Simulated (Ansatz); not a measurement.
**BaTiO3: stress in a strained cell**

BaTiO3 is deformed so: equal xy, yz and zx engineering shear strains of +1 %. What stress and forces result, by LAPW, PAW and all-electron datasets made for the crystal?

Program: Ansatz 0.2.0. Level of theory: DFT PBEsol, scalar-relativistic. These are calculated values, not measurements.

## Step 1: The structure to begin with

Symmetry: P4mm, No. 99, tetragonal system. The conventional cell has a = 4.000 Å, b = 4.000 Å, c = 4.018 Å, α = 90.00°, β = 90.00°, γ = 90.00°. Ba (site symmetry 4mm) is surrounded by 12 O at 2.79 to 2.88 Å. Ti (site symmetry 4mm) is surrounded by 6 O at 1.87 to 2.15 Å. O (site symmetry 4mm) is surrounded by 2 Ti at 1.87 to 2.15 Å. Around O (site symmetry 2mm) lie 2 Ti at 2.00 Å and 4 Ba at 2.79 to 2.88 Å.

Structure file:

```xyz
5
Lattice="3.9998 0.0000 0.0000 0.0000 3.9998 0.0000 0.0000 0.0000 4.0180" Properties=species:S:1:pos:R:3 pbc="T T T"
Ba    0.0000    0.0000    0.0000
Ti    1.9999    1.9999    1.9367
O     1.9999    1.9999    0.0643
O     1.9999    0.0000    2.0693
O     0.0000    1.9999    2.0693
```

Atoms are numbered in the order of the input: Ba1, Ti2, O3, O4, O5.

## Step 2: The deformed structure

Space group P4mm before, Cm after.

## Step 3: All-electron LAPW

The input, input.yaml:

```yaml
crystal:
  lattice:
    - [3.9998, 0.019999, 0.019999]
    - [0.019999, 3.9998, 0.019999]
    - [0.02009, 0.02009, 4.018]
  atoms:
    - { symbol: Ba, position: [0.0, 0.0, 0.0] }
    - { symbol: Ti, position: [0.5, 0.5, 0.482] }
    - { symbol: O, position: [0.5, 0.5, 0.016] }
    - { symbol: O, position: [0.5, 0.0, 0.515] }
    - { symbol: O, position: [0.0, 0.5, 0.515] }
kpoints:
  mp_grid: { grid: [7, 7, 7] }
  band_path:
    path:
      - [0.0, 0.0, 0.0]
      - [0.4950862661, -0.4950862661, 0.0]
      - [-0.4950862661, -0.5049137339, 0.0]
      - [-0.5, -0.5, 0.0]
      - [0.0, 0.0, 0.0]
      - [-0.5, -0.5, -0.5]
      - [-0.4901947894, -0.5098052106, -0.5]
      - [0.4901947894, -0.4901947894, -0.5]
      - [0.0, 0.0, -0.5]
    npoints: 5
scf:
  occupations: { method: fermi_dirac, width: 0.08 }
hamiltonian:
  xc: pbesol
  pseudopotentials: { kind: all_electron, lapw: { basis_error: 0.001 } }
output:
  forces: true
  stress: true
  eigenvalues: true
```

Run with:

```console
ansatz run input.yaml --threads 2 --pin off --max-ram 8192MiB --backend cpu --events-out ev --progress --plain --runs-dir out
```

## Step 4: PAW on the default files

The input, input.yaml:

```yaml
crystal:
  lattice:
    - [3.9998, 0.019999, 0.019999]
    - [0.019999, 3.9998, 0.019999]
    - [0.02009, 0.02009, 4.018]
  atoms:
    - { symbol: Ba, position: [0.0, 0.0, 0.0] }
    - { symbol: Ti, position: [0.5, 0.5, 0.482] }
    - { symbol: O, position: [0.5, 0.5, 0.016] }
    - { symbol: O, position: [0.5, 0.0, 0.515] }
    - { symbol: O, position: [0.0, 0.5, 0.515] }
kpoints:
  mp_grid: { grid: [7, 7, 7] }
scf:
  occupations: { method: fermi_dirac, width: 0.08 }
hamiltonian:
  xc: pbesol
  pseudopotentials: { kind: paw }
output:
  forces: true
  stress: true
  eigenvalues: true
  efg: { contact_densities: true }
  write_density: true
  write_potential: true
  elf: true
  volumetric_format: npy
```

## Step 5: Datasets made for this crystal

input.yaml, as its differences from that of step 4:

```diff
@@ -17,3 +17,3 @@
   xc: pbesol
-  pseudopotentials: { kind: paw }
+  pseudopotentials: { kind: all_electron, datasets: crystal }
 output:
@@ -23,5 +23 @@
   efg: { contact_densities: true }
-  write_density: true
-  write_potential: true
-  elf: true
-  volumetric_format: npy
```

(Steps that only read results are left out.)

**Question.** What will these runs give? Wanted: pressure; largest shear or deviatoric stress.

**Answer**, as computed:

```
                                 quantity                                              value
                                 pressure  LAPW -3.57, PAW -3.58, crystal datasets -3.57 GPa
largest shear or deviatoric stress (LAPW)                                           1.20 GPa
```

**Reading.** The largest part of the stress beyond the pressure is 1.20 GPa in size, in the xy component; the atoms are carried along and not relaxed. No run of the undeformed cell stands beside it, so the pressure holds what the given cell had before the change. PAW: stress within 0.01 GPa of LAPW, forces within 7 meV/Å. Crystal datasets: stress within 0.01 GPa of LAPW, forces within 1 meV/Å. Spin-orbit coupling is left out, though the cell holds Ba; in elements this heavy it can shift bands and gaps by tenths of an eV.
